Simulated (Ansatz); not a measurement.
## Convergence notes, G0W0 on KCl (CsCl type)

KCl (CsCl type), relaxed with r2SCAN; one-shot G0W0 in Ansatz without spin-orbit coupling. Values at 0 K without nuclear motion; spin polarisation is off, and the phase may be a hypothetical one.

```cif
data_structure
_symmetry_space_group_name_H-M 'P 1'
_symmetry_Int_Tables_number 1
_cell_length_a 3.7712
_cell_length_b 3.7712
_cell_length_c 3.7712
_cell_angle_alpha 90.000
_cell_angle_beta 90.000
_cell_angle_gamma 90.000
_cell_volume 53.63
loop_
_atom_site_label
_atom_site_type_symbol
_atom_site_fract_x
_atom_site_fract_y
_atom_site_fract_z
_atom_site_occupancy
K1 K 0.00000 0.00000 0.00000 1
Cl1 Cl 0.50000 0.50000 0.50000 1
```

Gaps are read over the mesh points alone. G0W0 here is at a finite number of bands, screening cutoff and k mesh, not at the basis limit.
```csv
start,potentials,frequency model,mesh,empty bands,screening cutoff (eV),Kohn-Sham gap (eV),G0W0 gap (eV),rough cost
r2SCAN,PAW,contour deformation,4×4×4,87,80,5.80,7.81,13 core-seconds
r2SCAN,PAW,contour deformation,4×4×4,201,140,5.80,8.00,50 core-seconds
r2SCAN,PAW,contour deformation,4×4×4,370,210,5.80,8.09,2.8 core-minutes
HSE06,PAW,contour deformation,4×4×4,201,140,6.37,8.22,120 core-seconds
LDA,PAW,contour deformation,4×4×4,201,140,4.58,7.43,40 core-seconds
PBE,PAW,contour deformation,4×4×4,201,140,5.03,7.59,40 core-seconds
r2SCAN,PAW,Godby-Needs pole,4×4×4,201,140,5.80,7.98,60 core-seconds
r2SCAN,PAW,contour deformation,6×6×6,87,80,5.80,7.80,60 core-seconds
r2SCAN,norm-conserving,contour deformation,4×4×4,201,140,5.80,8.00,110 core-seconds
```

The quasiparticle gap on this mesh is 8.09 eV (M to Γ), against 5.80 eV from r2SCAN: +2.29 eV. Renormalisation factors Z lie between 0.81 and 0.87.

Raising bands and cutoff together moves the gap by +0.19 eV (80 to 140 eV), then +0.09 eV (140 to 210 eV); the last step is still large, so the basis limit isn't reached. Starting from HSE06 (6.37 eV against r2SCAN's 5.80 eV) gives 8.22 eV, +0.22 eV from G0W0@r2SCAN at the same screening cutoff. Starting from LDA (4.58 eV against r2SCAN's 5.80 eV) gives 7.43 eV, -0.57 eV from G0W0@r2SCAN at the same screening cutoff. Starting from PBE (5.03 eV against r2SCAN's 5.80 eV) gives 7.59 eV, -0.41 eV from G0W0@r2SCAN at the same screening cutoff. The Godby-Needs plasmon pole differs from contour deformation by -0.02 eV. A 6×6×6 mesh in place of 4×4×4 changes the opening over r2SCAN by -0.01 eV (the gap on the mesh by -0.01 eV). Norm-conserving potentials (wave cutoff 1240 eV against 500 eV) shift the quasiparticle gap by 0.00 eV and the r2SCAN gap by 0.00 eV. r2SCAN runs take a wave cutoff of 500 eV.
